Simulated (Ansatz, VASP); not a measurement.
## One calculation of GaN, two programs

```
Ga N
1.0
     3.15181    0.00000    0.00000
    -1.57591    2.72955    0.00000
     0.00000    0.00000    5.16409
Ga N
2 2
Direct
  0.33333 0.66667 0.99971
  0.66667 0.33333 0.49971
  0.33333 0.66667 0.37529
  0.66667 0.33333 0.87529
```

Change from the starting cell: z stretched by +0.5 %, x and y held.

Alike in both runs: functional LDA; k mesh 8 × 8 × 4; no spin polarisation.

Ansatz relaxed the structure, and its values are those at the end. VASP's run is a single point on that final structure, the one shown.

```csv
,VASP,Ansatz
version,VASP 6.6.1,Ansatz 0.2.0
potentials or method,"VASP PAW LDA potentials, release 64 (Ga_d, N), cutoff 520 eV","all-electron LAPW, scalar-relativistic"
occupations,"gaussian, width 0.01 eV",fixed
```

Ansatz gave:

```
gap on the k mesh at the Fermi level (eV) : 2.08
pressure (GPa)                            : -0.8
```

Problem. Which values does VASP return?

Solution. gap on the k mesh at the Fermi level (eV): 2.09; pressure (GPa): 0.0.

Ansatz ran all-electron here, so the differences hold the error of VASP's frozen core and of both bases.
